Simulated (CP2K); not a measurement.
Runs of CP2K 2026.2 on CdTe. The structure is cubic, space group F-43m (No. 216). The conventional cell has a = 6.410 Å, b = 6.410 Å, c = 6.410 Å, α = 90.00°, β = 90.00°, γ = 90.00°. Te (site symmetry -43m) is surrounded by 4 Cd at 2.78 Å. Cd (site symmetry -43m) is surrounded by 4 Te at 2.78 Å. 

| task | level | potentials or basis | spin | smearing | EPS_DEFAULT | NGRIDS | points a segment of the path (NPOINTS) | bands added on the path | soc after scf | gap on the mesh (eV) | pressure (GPa) |
| --- | --- | --- | --- | --- | --- | --- | --- | --- | --- | --- | --- |
| band structure | PBE | GTH_SOC_POTENTIALS Te GTH-PBE-q6, Cd GTH-PBE-q12; TZVP-MOLOPT-PBE-GTH basis | SOC, no magnetisation | fermi-dirac 0.0259 eV | 1.0E-10 | 4 | 8 | 6 | yes | - | 4.8 |
| band structure | PBEsol | POTENTIAL_UZH Te GTH-PBE-q6, Cd GTH-PBE-q12; TZVP-MOLOPT-PBE-GTH basis | off | fermi-dirac 0.01 eV | 1.0E-9 | 4 | 8 | 6 | - | (b) | 2.9 |
| band structure | PBE | POTENTIAL_UZH Te GTH-PBE-q6, Cd GTH-PBE-q12; TZVP-MOLOPT-PBE-GTH basis | off | fermi-dirac 0.0259 eV | 1.0E-9 | 4 | 6 | 6 | - | 0.88 | (a) |
| band structure | TB-mBJ | POTENTIAL_UZH Te GTH-PBE-q6, Cd GTH-PBE-q12; TZVP-MOLOPT-PBE-GTH basis | off | fermi-dirac 0.05 eV | 1.0E-10 | 5 | 8 | 4 | - | 0.67 | - |

Alike in all rows: cell as given; k mesh 7 × 7 × 7.

Question: Fill in the values left out.

Answer: (a) 4.9; (b) 0.73.

Caveats: the basis of atomic orbitals isn't converged, which shifts pressures, moduli and gaps; spin-orbit coupling is left out, which moves the levels of the heavy elements (some runs); the potentials were made for another functional, which shifts forces and pressure (some runs); this is a model potential without an energy functional, so only levels have meaning (some runs).

A k mesh can miss the band edges, and rows without SOC leave out spin-orbit coupling on Cd, Te.
